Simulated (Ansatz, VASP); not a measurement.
Ag in VASP and in Ansatz

```
Ag
1.0
     0.00000    2.04310    2.06353
     2.04310    0.00000    2.06353
     2.04310    2.04310    0.00000
Ag
1
Direct
  0.00000 0.00000 0.00000
```

Change from the starting cell: zz strain of +1 %.

Alike in both runs: task single point; functional LDA; k mesh 15 × 15 × 15; occupations fermi-dirac, width 0.05 eV; no spin polarisation.

|  | VASP | Ansatz |
| --- | --- | --- |
| version | VASP 6.6.1 | Ansatz 0.2.0 |
| potentials or method | VASP PAW LDA potentials, release 64 (Ag), cutoff 520 eV | all-electron LAPW, scalar-relativistic |

|  | VASP | Ansatz | Ansatz less VASP |
| --- | --- | --- | --- |
| pressure (GPa) | -8.2 | -8.4 | -0.16 |
| largest component of the traceless stress (GPa) | 0.07 | 0.07 | +0.009 |

Ansatz ran all-electron here, so the differences hold the error of VASP's frozen core and of both bases.
